**Why one shift does not fit every level of hexagonal diamond**

LDA makes the gap of an insulator too small, so the simplest repair is to lift all empty levels by one fixed amount and leave the filled ones where they are. In hexagonal diamond, where every carbon atom has four neighbours as in the cubic form, a G0W0 step does lift the empty levels by more than 1 eV. The amount, however, differs from level to level by up to half an eV, and the filled levels spread apart as well. Two sizes are worth remembering: about 1.4 eV upwards for an empty level, and about 8 % more depth for a filled one.

Highest filled and lowest empty levels of hexagonal diamond (P6_3/mmc, 4 atoms per cell) from VASP 6.6.1, in LDA and after one G0W0 step, with the C_GW PAW potential. The runs use a 6x6x3 k mesh, a 450 eV wave cutoff, a 150 eV response cutoff, 148 bands and 48 frequency points. Each column of levels counts from its own highest filled level.

| row | state k a (reciprocal cell vector) | state k b (reciprocal cell vector) | state k c (reciprocal cell vector) | state band | state start level (eV) | state corrected level (eV) | state weight z |
| --- | --- | --- | --- | --- | --- | --- | --- |
| 1 | 0.000 | 0.000 | 0.000 | top filled | 0.000 | 0.000 | 0.824 |
| 2 | 0.000 | 0.000 | 0.000 | first empty | 4.706 | 6.337 | 0.824 |
| 3 | 0.167 | 0.000 | 0.000 | top filled | -1.023 | -1.103 | 0.822 |
| 4 | 0.167 | 0.000 | 0.000 | first empty | 4.848 | 6.296 | 0.826 |
| 5 | 0.333 | 0.000 | 0.000 | top filled | -2.482 | -2.687 | 0.816 |
| 6 | 0.333 | 0.000 | 0.000 | first empty | 4.454 | 5.686 | 0.831 |
| 7 | 0.500 | 0.000 | 0.000 | top filled | -3.057 | -3.310 | 0.815 |
| 8 | 0.500 | 0.000 | 0.000 | first empty | 4.179 | 5.334 | 0.834 |
| 9 | 0.167 | 0.167 | 0.000 | top filled | -3.009 | -3.240 | 0.817 |
| 10 | 0.167 | 0.167 | 0.000 | first empty | 5.939 | 7.520 | 0.824 |
| 11 | 0.333 | 0.167 | 0.000 | top filled | -4.648 | -5.046 | 0.809 |
| 12 | 0.333 | 0.167 | 0.000 | first empty | 4.806 | 6.184 | 0.835 |
| 13 | 0.333 | 0.333 | 0.000 | top filled | -6.853 | -7.344 | 0.800 |
| 14 | 0.333 | 0.333 | 0.000 | first empty | 3.169 | 4.417 | 0.842 |
| 15 | 0.000 | 0.000 | 0.333 | top filled | -1.129 | -1.209 | 0.822 |
| 16 | 0.000 | 0.000 | 0.333 | first empty | 5.975 | 7.663 | 0.820 |
| 17 | 0.167 | 0.000 | 0.333 | top filled | -2.168 | -2.331 | 0.820 |
| 18 | 0.167 | 0.000 | 0.333 | first empty | 5.525 | 6.985 | 0.824 |
| 19 | 0.333 | 0.000 | 0.333 | top filled | -3.651 | -3.934 | 0.813 |
| 20 | 0.333 | 0.000 | 0.333 | first empty | 4.823 | 6.072 | 0.830 |
| 21 | 0.500 | 0.000 | 0.333 | top filled | -4.233 | -4.563 | 0.811 |
| 22 | 0.500 | 0.000 | 0.333 | first empty | 4.843 | 6.069 | 0.832 |
| 23 | 0.167 | 0.167 | 0.333 | top filled | -3.480 | -3.759 | 0.814 |
| 24 | 0.167 | 0.167 | 0.333 | first empty | 6.706 | 8.159 | 0.820 |
| 25 | 0.333 | 0.167 | 0.333 | top filled | -4.000 | -4.322 | 0.811 |
| 26 | 0.333 | 0.167 | 0.333 | first empty | 6.525 | 7.896 | 0.826 |
| 27 | 0.333 | 0.333 | 0.333 | top filled | -4.815 | -5.215 | 0.807 |
| 28 | 0.333 | 0.333 | 0.333 | first empty | 6.242 | 7.669 | 0.832 |

## What happens

The start level is the LDA energy and the corrected level is the energy after the G0W0 step. Each of these columns counts from its own highest filled level, which lies at Γ, the point (0, 0, 0). A "rise" or "drop" below is therefore a move relative to the top of the valence band. The three position columns give the wave vector of the state; K is the point (1/3, 1/3, 0).

The smallest gap runs from Γ to K in both calculations and grows by 1.25 eV, which is 39 % of its LDA value. Suppose that this growth were a rigid shift of all empty levels. The direct gap at Γ would then be $4.706+1.248=5.954$ eV, but the calculation gives 6.337 eV. The shift was set by the empty level at K, and the empty level at Γ played no part in it, so the shortfall of 0.38 eV is a real test of the rigid picture, though on one level only.

## Why the gap opens

A corrected level is meant to be the energy for taking an electron out of the crystal or putting one in. In LDA the exchange and correlation part of the potential depends only on the density at each point and is the same for filled and empty orbitals. G0W0 replaces this part by the self-energy $\Sigma$, which depends on the orbital and on its energy. In it, an electron feels exchange with the filled orbitals, weakened by the response of all the other electrons. It is also attracted by the hollow that it makes among them by pushing them away.

Exchange is where filled and empty orbitals part. Around an electron in a filled orbital, exchange takes away the charge of exactly one electron, so that the electron is not repelled by itself. For an electron in an empty orbital, the charge taken away nearby is made up again elsewhere and the sum is zero, so this electron gains less binding. The response of the other electrons screens away most of this difference, but in a crystal with a gap the screening is incomplete. What is left opens the gap beyond its LDA value.

## Why the filled levels spread

Exchange also differs from one filled orbital to another. The charge taken away is that of one electron for each of them, but it does not lie equally close. Exchange binds smooth, low-lying orbitals more strongly than those near the top, just as it binds the slowest electrons of a uniform gas most. A potential common to all orbitals averages over this difference, and in diamond, which screens less than a metal, the self-energy is expected to restore part of it. In simple metals the response of the other electrons outweighs the effect, and the calculated bands become narrower instead. The table does not separate these parts, but it shows the net result for this crystal: every listed filled level below the top moves down, by 7 to 9 % of its depth.

The deepest level listed, at K, goes from −6.853 to −7.344 eV, a drop of 0.49 eV. This matters for vertical transitions, in which the wave vector stays the same. At K both ends of the transition move, so that the vertical gap there opens by $1.248+0.491=1.739$ eV. That is clearly more than the 1.25 eV by which the smallest gap grows, although both gaps end on the same empty level.

## Why the empty levels are irregular

The empty levels follow no comparable rule in energy. Their rises run from 1.16 eV (row 8) to 1.69 eV (row 16), and higher levels tend to rise more, but only loosely. Rows 2 and 20 show how loosely. They start within 0.12 eV of each other, yet row 2 rises by 1.63 eV and row 20 by only 1.25 eV.

Energy alone therefore does not decide the correction. The wave vector brings more order: from Γ out to (1/2, 0, 0) the rise falls from 1.63 to 1.16 eV, and the layer at one third along the third axis repeats this fall (rows 16, 18, 20 and 22). The likely reason is the shape of the orbital, which changes with the wave vector. What an orbital gains from the LDA potential depends only on the electron density in the places where the orbital lies, whereas exchange depends on how the orbital overlaps with each filled one. Two empty orbitals of equal energy can differ in this comparison. Moreover, "first empty" is only a rank in energy, so the orbital behind it can change character from one wave vector to the next. At Γ, symmetry already tells part of the character: the first empty level there is a pair of equal energy, and in this crystal such a pair can contain neither atomic s functions nor p functions along the third axis. Projecting the orbitals at the other wave vectors onto s and p functions would be a first test of this explanation.

The unequal rises also bring levels close together. Rows 2 and 4 start 0.14 eV apart and end only 0.04 eV apart, in reversed order. The approach follows from the larger rise at Γ. The final order should not be relied on, because the number of bands, the response cutoff and the mesh are not converged.

## What the weight Z does

The last column, the weight $Z$, tells how much of the raw correction reaches the level. The self-energy should be taken at the corrected energy $E$, which is not known beforehand. It is therefore computed at the LDA energy $\varepsilon$ and continued along a straight line:

$$E=\varepsilon+Z\,[\Sigma(\varepsilon)-V_{xc}],\qquad Z=\frac{1}{1-\Sigma'(\varepsilon)}.$$

Here $V_{xc}$ is the LDA exchange-correlation potential, $\Sigma'$ is the slope of the self-energy with energy, and both $\Sigma$ and $V_{xc}$ are averaged over the orbital.

At Γ the effect on the gap can be worked out, because the two edge states have the same weight, 0.824. The unknown absolute shift of the valence top then drops out, and the opening is simply $Z$ times the raw opening. Dividing gives $1.631/0.824=1.979$ eV, so the factor $Z$ takes away about 0.35 eV. This runs the formula of the calculation backwards; it measures the size of the effect and does not test the formula.

The slope gives this number a plain meaning. From $Z=0.824$ follows $\Sigma'=1-1/0.824=-0.21$: for every electronvolt that a level moves, the self-energy gives back about a fifth. The physical origin is that an added electron or hole polarises its surroundings. Part of its strength goes into states in which the other electrons are excited too, and $Z$ is the part that remains in the simple one-particle level.

Among the filled levels $Z$ falls almost in step with depth, from 0.824 at the top to 0.800 at K. Theory offers a reason: a deeper hole lies closer to the energies at which it could excite the other electrons, so its self-energy changes faster with energy. The whole column nevertheless stays between 0.80 and 0.84. $Z$ thus acts as a nearly common reduction of all corrections, and the unevenness must come from the raw corrections themselves. If those were equal, the small difference in $Z$ between rows 8 and 16 could produce their different rises only with a correction of nearly 40 eV in size.

## What to do about it

A rigid shift is good enough for a rough picture of the empty levels. Placed midway between the smallest and the largest rise, at about 1.42 eV, it misses the listed levels by at most half their spread, $0.533/2\approx0.27$ eV. For the filled levels, stretching the depth by 8 % does much better. At K it predicts a drop of $0.08\times6.853=0.55$ eV where the calculation gives 0.49 eV, and this is the largest miss among the filled rows, from which the 8 % was read. The output printed after this text lists most of the differences used here and the trial of the rigid shift.

Before any of these gaps is set beside a measured one, two further points count. The atoms are held still here, and in cubic diamond their zero-point motion lowers the gap by roughly a few tenths of an electronvolt. The mesh also has no points on the outer face of the zone at one half along the third axis, and a band edge can lie between mesh points.

For this crystal, the working rule is to stretch the filled levels in proportion to their depth, and to compute the correction of an empty level at its own wave vector whenever a few tenths of an electronvolt matter.

Output of the analysis:

```
Opening of the indirect gap, Gamma to K (eV): 1.248
Opening of the indirect gap (percent of LDA gap): 39.38
Opening of the direct gap at Gamma (eV): 1.631
Opening of the direct gap at Gamma (percent of LDA gap): 34.66
Direct gap at Gamma from a rigid shift taken at K (eV): 5.954
Rigid-shift estimate less computed direct gap at Gamma (eV): -0.383
Smallest rise of an empty level, row 8 (eV): 1.155
Largest rise of an empty level, row 16 (eV): 1.688
Spread of the rises of empty levels (eV): 0.533
Row 20 start level less row 2 start level (eV): 0.117
Rise of row 20 (eV): 1.249
Rise of row 20 less rise of row 2 (eV): -0.382
Correlation of rise with start level, empty levels: 0.5352
Smallest downward move of a filled level below the top (eV): 0.08
Largest downward move of a filled level, row 13 (eV): 0.491
Smallest stretch of valence depth (percent): 7.086
Largest stretch of valence depth (percent): 8.563
Opening of the vertical gap at K (eV): 1.739
Correlation of Z with start level, filled levels: 0.9853
Range of Z among empty levels: 0.022
Opening at Gamma before the factor Z (eV): 1.979
Part of the opening at Gamma removed by Z (eV): 0.3484
Common raw correction needed if Z alone set rows 8 and 16 apart (eV): -38.07
```
